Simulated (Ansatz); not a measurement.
## Ionic part of the dielectric constant of HfS2 at -1 GPa, mode by mode

These are results of DFT LDA, scalar-relativistic, plane waves, PAW (Ansatz), not measurements. Cutoff 420 eV, 12×12×6 k-points (Γ-centred), fixed occupations. No spin polarisation. Phonons by linear response, acoustic sum rule imposed.

Symmetry: P-3m1, No. 164, trigonal system. The conventional cell has a = 3.574 Å, b = 3.574 Å, c = 5.849 Å, α = 90.00°, β = 90.00°, γ = 120.00°. Hf (site symmetry -3m) has 6 S at 2.52 Å as nearest neighbours. S (site symmetry 3m) is surrounded by 3 Hf at 2.52 Å.

The crystal is built of layers and no dispersion correction was added, so the binding between them is poorly described, and with it their spacing and whatever depends on it. Spin–orbit coupling is left out, which matters for heavy elements.

The primitive cell has V = 64.70 Å³ and ε∞,xx = 11.586. Each polar mode adds Δε = (4.92064×10⁷/V)·S/ν² along x, with S its oscillator strength in e²/amu, ν in cm⁻¹ and V in Å³.

Question: From these modes, find each Δε and ε0,xx.
| ν (cm⁻¹) | S_xx (e²/amu) |
| --- | --- |
| 150.2 | 1.013 |

Answer:
```
ν (cm⁻¹)     Δε
   150.2  34.15
```

The sum is 34.149, so ε0,xx = 45.73; the run's tensor has 45.73.

Question: Where do the longitudinal modes lie for a wave vector along x?

Answer: At 298 cm⁻¹. The Lyddane–Sachs–Teller product Π(ν_LO/ν_TO)² = 3.95 matches ε0/ε∞ = 3.95.

Cost: 1 run of about 6.3 core-minutes, on Intel Xeon Processor @ 2.70GHz (shared hosts).

The in-plane static response of HfS2 is mainly ionic: the single polar mode at 150.2 cm⁻¹ adds 34.15 to an electronic part of 11.586. In this mode the Hf sublattice moves against the sulfur sublattices within the layer. Its contribution is large because a soft restoring force meets a high oscillator strength, which for these masses implies a Born effective charge well above the formal charge of Hf(IV). The likely origin is mixing between S 3p and empty Hf 5d states: as the bond lengths change, so does the hybridisation, and electronic charge flows along with the ions. The same dipole drives the longitudinal mode up to 298 cm⁻¹, despite strong electronic screening.

The electronic part is probably too large, as LDA underestimates the gap and so makes the electrons too polarisable. With only one polar mode, the Lyddane–Sachs–Teller match confirms internal consistency, not the accuracy of either dielectric constant. Nothing follows for the response across the layers, which involves a different polar mode.
